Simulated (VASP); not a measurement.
Set up this calculation in VASP 6.6.1, as the native input.

| Quantity | Value |
| --- | --- |
| Task | relaxation of cell and atoms |
| Functional | PBE |
| Potentials or basis | VASP PAW PBE potentials, release 64 (Mo_sv) |
| Cutoff | 600 eV |
| k mesh | 24 × 24 × 24 |
| Occupations | methfessel-paxton, width 0.2 eV |
| Spin | no spin polarisation |
| Further INCAR settings | ALGO = Normal; EDIFF = 1e-06; IBRION = 2; EDIFFG = -0.005; NSW = 40; ISIF = 3 |

The structure of Mo lies in POSCAR:

```
Mo
1.0
   -1.5800000000      1.5800000000      1.5800000000
    1.5800000000     -1.5800000000      1.5800000000
    1.5800000000      1.5800000000     -1.5800000000
Mo
1
Direct
    0.0000000000      0.0000000000      0.0000000000
```

The cell was built by a generator and needn't be a form met in nature.

These files were run (other wordings do the same):

INCAR

```
SYSTEM = Mo
PREC = Accurate
ENCUT = 600
EDIFF = 1E-6
ISMEAR = 1
SIGMA = 0.2
LREAL = .FALSE.
LASPH = .TRUE.
NELM = 60
ALGO = Normal
ISIF = 3
LWAVE = .FALSE.
LCHARG = .FALSE.
GGA = PE
IBRION = 2
NSW = 40
EDIFFG = -0.005
KPAR = 8
```

KPOINTS

```
regular mesh
0
G
  24 24 24
  0 0 0
```

Potentials or basis: VASP PAW PBE potentials, release 64 (Mo_sv).

The run is started by

```sh
$ cat potpaw_PBE.64/Mo_sv/POTCAR > POTCAR
$ mpirun -np 8 vasp_std > vasp.out
```

It gave:

```json
{"Relaxed volume": "15.81 Å³/atom", "Relaxed cell": "a = 2.739 Å, b = 2.739 Å, c = 2.739 Å, α = 109.47°, β = 109.47°, γ = 109.47°", "Space group after relaxing (to 0.05 Å)": "Im-3m (No. 229)", "Energy gained by relaxing": "0.1 meV/atom", "Ionic steps": "3", "Pressure after relaxing": "0.0 GPa", "Band gap on the k mesh": "none (metal or under the smearing width)"}
```

Run time: 14 s on 8 MPI ranks on AMD EPYC 9R45 (Zen 5), with other jobs on the host, peak memory 0.19 GiB a rank.
